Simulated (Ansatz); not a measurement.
# BN: shifting one sublattice

This session takes BN and sets out to map the energy as every N atom is pushed off its site.

Program: Ansatz 0.2.0. Level of theory: DFT PBE, scalar-relativistic, plane waves, PAW. These are calculated values, not measurements.

**1. Starting point**

The structure is hexagonal, space group P6_3/mmc (No. 194). The conventional cell has a = 2.504 Å, b = 2.504 Å, c = 6.661 Å, α = 90.00°, β = 90.00°, γ = 120.00°. B (site symmetry -6m2) is surrounded by 3 N at 1.45 Å. N (site symmetry -6m2) has 3 B at 1.45 Å as nearest neighbours.

As a file:

```
CELL_PARAMETERS angstrom
2.50399 0.00000 0.00000
-1.25200 2.16852 0.00000
0.00000 0.00000 6.66120
ATOMIC_POSITIONS crystal
B 0.33333 0.66667 0.25000
B 0.66667 0.33333 0.75000
N 0.33333 0.66667 0.75000
N 0.66667 0.33333 0.25000
```

The cell is taken as given, not relaxed at this level.

**2. Zero of energy**

The reference gives a free energy of -1084.8094 eV, pressure 3.32 GPa, largest force 0.000 eV/Å and gap on the mesh 4.29 eV. It was computed beforehand with the settings of the runs below.

**3. Next: shifting one sublattice**

Every N atom is moved by x along the Cartesian unit vector (-0.866, -0.500, 0.000); the cell and all other atoms stay fixed. Forces below are components along that vector, summed over the moved atoms.

**4. At x = -0.500 Å**

File input.yaml:

```yaml
crystal:
  lattice:
    - [2.5039917043, 0.0, 0.0]
    - [-1.2519958522, 2.1685204268, 0.0]
    - [0.0, 0.0, 6.6612]
  atoms:
    - { symbol: B, position: [0.3333333333, 0.6666666667, 0.25] }
    - { symbol: B, position: [0.6666666667, 0.3333333333, 0.75] }
    - { symbol: "N", position: [0.563905291, 0.7819526455, 0.75] }
    - { symbol: "N", position: [0.8972386243, 0.4486193122, 0.25] }
basis:
  ecutwfc: 420
kpoints:
  mp_grid: { grid: [12, 12, 4] }
hamiltonian:
  xc: pbe
scf:
  occupations: { method: gaussian, width: 0.05 }
output:
  forces: true
  stress: true
  eigenvalues: true
  write_density: true
  write_potential: true
  elf: true
  volumetric_format: npy
```

Launch:

```console
$ ansatz run input.yaml --threads 1 --pin off --max-ram 2560MiB --backend cpu --events-out ev --progress --plain --runs-dir out
```

**5. x = 0.375 Å**

File input.yaml:

```yaml
crystal:
  lattice:
    - [2.5039917043, 0.0, 0.0]
    - [-1.2519958522, 2.1685204268, 0.0]
    - [0.0, 0.0, 6.6612]
  atoms:
    - { symbol: B, position: [0.3333333333, 0.6666666667, 0.25] }
    - { symbol: B, position: [0.6666666667, 0.3333333333, 0.75] }
    - { symbol: "N", position: [0.1604043651, 0.5802021825, 0.75] }
    - { symbol: "N", position: [0.4937376984, 0.2468688492, 0.25] }
basis:
  ecutwfc: 420
kpoints:
  mp_grid: { grid: [12, 12, 4] }
hamiltonian:
  xc: pbe
scf:
  occupations: { method: gaussian, width: 0.05 }
output:
  forces: true
  stress: true
  eigenvalues: true
```

**6. At x = -0.250 Å**

input.yaml, as its differences from that of step 5:

```diff
@@ -8,4 +8,4 @@
     - { symbol: B, position: [0.6666666667, 0.3333333333, 0.75] }
-    - { symbol: "N", position: [0.1604043651, 0.5802021825, 0.75] }
-    - { symbol: "N", position: [0.4937376984, 0.2468688492, 0.25] }
+    - { symbol: "N", position: [0.4486193122, 0.7243096561, 0.75] }
+    - { symbol: "N", position: [0.7819526455, 0.3909763227, 0.25] }
 basis:
```

**7. At x = 0.125 Å**

input.yaml, as its differences from that of step 6:

```diff
@@ -8,4 +8,4 @@
     - { symbol: B, position: [0.6666666667, 0.3333333333, 0.75] }
-    - { symbol: "N", position: [0.4486193122, 0.7243096561, 0.75] }
-    - { symbol: "N", position: [0.7819526455, 0.3909763227, 0.25] }
+    - { symbol: "N", position: [0.2756903439, 0.637845172, 0.75] }
+    - { symbol: "N", position: [0.6090236773, 0.3045118386, 0.25] }
 basis:
```

**8. At x = 0.438 Å**

input.yaml, as its differences from that of step 7:

```diff
@@ -8,4 +8,4 @@
     - { symbol: B, position: [0.6666666667, 0.3333333333, 0.75] }
-    - { symbol: "N", position: [0.2756903439, 0.637845172, 0.75] }
-    - { symbol: "N", position: [0.6090236773, 0.3045118386, 0.25] }
+    - { symbol: "N", position: [0.1315828704, 0.5657914352, 0.75] }
+    - { symbol: "N", position: [0.4649162037, 0.2324581019, 0.25] }
 basis:
```

**9. x = 0.312 Å**

input.yaml, as its differences from that of step 8:

```diff
@@ -8,4 +8,4 @@
     - { symbol: B, position: [0.6666666667, 0.3333333333, 0.75] }
-    - { symbol: "N", position: [0.1315828704, 0.5657914352, 0.75] }
-    - { symbol: "N", position: [0.4649162037, 0.2324581019, 0.25] }
+    - { symbol: "N", position: [0.1892258598, 0.5946129299, 0.75] }
+    - { symbol: "N", position: [0.5225591931, 0.2612795966, 0.25] }
 basis:
@@ -22 +22,5 @@
   eigenvalues: true
+  write_density: true
+  write_potential: true
+  elf: true
+  volumetric_format: npy
```

**10. x = 0.188 Å**

File input.yaml:

```yaml
crystal:
  lattice:
    - [2.5039917043, 0.0, 0.0]
    - [-1.2519958522, 2.1685204268, 0.0]
    - [0.0, 0.0, 6.6612]
  atoms:
    - { symbol: B, position: [0.3333333333, 0.6666666667, 0.25] }
    - { symbol: B, position: [0.6666666667, 0.3333333333, 0.75] }
    - { symbol: "N", position: [0.2468688492, 0.6234344246, 0.75] }
    - { symbol: "N", position: [0.5802021825, 0.2901010913, 0.25] }
basis:
  ecutwfc: 420
kpoints:
  mp_grid: { grid: [12, 12, 4] }
hamiltonian:
  xc: pbe
scf:
  occupations: { method: gaussian, width: 0.05 }
output:
  forces: true
  stress: true
  eigenvalues: true
```

**11. At x = 0.062 Å**

input.yaml, as its differences from that of step 10:

```diff
@@ -8,4 +8,4 @@
     - { symbol: B, position: [0.6666666667, 0.3333333333, 0.75] }
-    - { symbol: "N", position: [0.2468688492, 0.6234344246, 0.75] }
-    - { symbol: "N", position: [0.5802021825, 0.2901010913, 0.25] }
+    - { symbol: "N", position: [0.3045118386, 0.6522559193, 0.75] }
+    - { symbol: "N", position: [0.637845172, 0.318922586, 0.25] }
 basis:
@@ -22 +22,5 @@
   eigenvalues: true
+  write_density: true
+  write_potential: true
+  elf: true
+  volumetric_format: npy
```

(Steps that only read results are left out.)

**Question.** What will these runs give?

As calculated:

| quantity | value |
| --- | --- |
| force constant along x, from the points at -0.250, 0 and 0.062 Å | 84.49 eV/Å² for the 2 moved atoms together |

In words: The restoring force grows by 84.49 eV/Å per Å near the site for the 2 atoms together, 42.24 on average. The step of 0.25 Å is wide, so anharmonic terms mix in. The undisturbed cell stays the lowest of the sampled points. The gap on the mesh stays between 1.73 and 4.29 eV. Where forces pass 15 eV/Å atoms stand far too close, the PAW spheres overlap strongly and those numbers are rough.
